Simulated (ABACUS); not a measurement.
**MgS (Niningerite) under changes of volume**

One of the cells (17.609 Å³/atom); the others are scaled copies at fixed shape and fractional positions:

```
CELL_PARAMETERS angstrom
0.00000 2.60165 2.60165
2.60165 0.00000 2.60165
2.60165 2.60165 0.00000
ATOMIC_POSITIONS crystal
S 0.50000 0.50000 0.50000
Mg 0.00000 0.00000 0.00000
```

| Quantity | Value |
| --- | --- |
| Program | ABACUS 3.10.1 |
| Functional | PBE |
| Potentials or basis | PseudoDojo NC SR 0.4.1 PBE standard |
| Cutoff | 1143 eV |
| Density cutoff | 4572 eV |
| Basis | plane waves |
| k mesh | 9 × 9 × 9 |
| Occupations | fermi-dirac, width 0.05 eV |
| Spin | no spin polarisation |

```csv
volume (Å³/atom),energy over the lowest point (meV/atom),pressure (GPa),gap on the mesh (eV)
16.553,26.40,6.7,3.05
16.905,?,?,?
17.257,5.54,2.9,2.96
17.609,1.04,1.2,2.92
17.962,0.00,-0.3,2.87
18.314,2.10,-1.6,2.83
18.666,7.05,-2.9,2.78
```

Problem. What does the run at 16.905 Å³/atom give?

Solution. Energy over the lowest point 13.88 meV/atom; pressure 4.7 GPa; gap on the mesh 3.00 eV.

Worked out: A Birch-Murnaghan fit of order 3 (a polynomial in V^(-2/3)) to the other rows has its minimum at 17.90 Å³/atom with B0 = V·E''(V) = 74 GPa and B' = 4.0. It gives 13.86 meV/atom at 16.905 Å³/atom, against the run's 13.88, and -dE/dV = 4.7 GPa, against 4.7. A straight line through the other rows of the gap, of slope -2.23 eV per unit of ln V, gives 3.01 eV, against the run's 3.00.

Energies are extrapolated to zero smearing.

Caveats: an odd mesh through Γ misses points on the zone boundary, where band edges often lie.
